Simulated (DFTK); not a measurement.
TiB2 under changes of volume

One of the cells (8.552 Å³/atom); the others are scaled copies at fixed shape and fractional positions:

```
CELL_PARAMETERS angstrom
3.02920 0.00000 0.00000
-1.51460 2.62336 0.00000
0.00000 0.00000 3.22840
ATOMIC_POSITIONS crystal
Ti 0.00000 0.00000 0.00000
B 0.66667 0.33333 0.50000
B 0.33333 0.66667 0.50000
```

| Item | Value |
| --- | --- |
| Program | DFTK 0.8.2 |
| Functional | PBEsol |
| Potentials or basis | dojo.nc.sr.pbesol.v0_4_1.standard.upf (PBEsol) |
| Cutoff | 1143 eV |
| k mesh | 10 × 10 × 8 |
| Occupations | fermi-dirac, width 0.05 eV |
| Spin | no spin polarisation |

```csv
volume (Å³/atom),energy over the lowest point (meV/atom),pressure (GPa)
8.039,?,?
8.210,3.61,6.3
8.381,0.00,0.5
8.552,2.25,-4.7
8.723,9.80,-9.4
8.894,22.17,-13.7
9.065,38.91,-17.6
```

Task: What does the run at 8.039 Å³/atom give?

Result: Energy over the lowest point 13.69 meV/atom; pressure 12.7 GPa.

Worked out: A Birch-Murnaghan fit of order 3 (a polynomial in V^(-2/3)) to the other rows has its minimum at 8.40 Å³/atom with B0 = V·E''(V) = 266 GPa and B' = 3.8 at fixed shape and positions, which overstates the stiffness. It gives 13.67 meV/atom at 8.039 Å³/atom, against the run's 13.69, and -dE/dV = 12.7 GPa, against 12.7.

Energies are extrapolated to zero smearing.
